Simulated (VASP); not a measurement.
S: relaxation of cell and atoms with PBEsol

The system is S.

```
CELL_PARAMETERS angstrom
1.63850 0.94599 0.86133
-1.63850 0.94599 0.86133
0.00000 -1.89198 0.86133
ATOMIC_POSITIONS crystal
S 0.00000 0.00000 0.00000
```

This isn't the form of S at room conditions, which is orthorhombic, of S8 rings.

```json
{
 "Program": "VASP 6.6.1",
 "Task": "relaxation of cell and atoms",
 "Functional": "PBEsol",
 "Potentials or basis": "VASP PAW PBE potentials, release 64 (S)",
 "Cutoff": "600 eV",
 "k mesh": "19 × 19 × 19",
 "Occupations": "methfessel-paxton, width 0.1 eV",
 "Spin": "no spin polarisation",
 "Target pressure": "173 GPa",
 "Further INCAR settings": "ALGO = Normal; EDIFF = 1e-06; IBRION = 2; EDIFFG = -0.01; NSW = 90; ISIF = 3"
}
```

| Property | Result |
| --- | --- |
| Relaxed volume | 8.44 Å³/atom |
| Relaxed cell | a = 2.118 Å, b = 2.118 Å, c = 2.118 Å, α = 104.22°, β = 104.22°, γ = 104.22° |
| Space group after relaxing (to 0.05 Å) | R-3m (No. 166) |
| Energy change on relaxing (the enthalpy is what falls) | -514.7 meV/atom |
| Ionic steps | 9 |
| Pressure after relaxing | 173.0 GPa |
| Band gap on the k mesh | none (metal or under the smearing width) |

Step by step:
```csv
step,energy change (eV),largest force (eV/Å),pressure (GPa),volume (Å³)
1,0.0000,0.0000,206.88,8.01
2,-1.8271,0.0000,84.26,10.14
3,-0.5677,0.0000,169.85,8.49
4,-0.5220,0.0000,172.71,8.45
5,-0.5123,0.0000,173.32,8.44
6,-0.5080,0.0000,173.38,8.44
7,-0.5090,0.0000,173.35,8.44
8,-0.5289,0.0000,172.12,8.46
9,-0.5147,0.0000,172.99,8.44
```

Final structure:
```
CELL_PARAMETERS angstrom
1.67180 0.96522 0.87217
-1.67180 0.96522 0.87217
0.00000 -1.93043 0.87217
ATOMIC_POSITIONS crystal
S 0.00000 0.00000 0.00000
```

Levels at points of the mesh, in eV from the Fermi level:
```
           k point  band 1  band 2  band 3  band 4  band 5  band 6
(0.00, 0.00, 0.00)  -26.04    4.57    7.83    7.83    8.36    8.36
```

Run time: 2.1 min on 1 thread of Intel(R) Xeon(R) Platinum 8259CL CPU @ 2.50GHz (Skylake/Cascade Lake) (shared host), peak memory 0.15 GiB.

Caveat: the cell is relaxed towards a set pressure, so the enthalpy falls and the energy may rise; the PAW data sets were made with another functional, which shifts forces and pressure a little. Zero-point motion and thermal expansion aren't in these numbers.
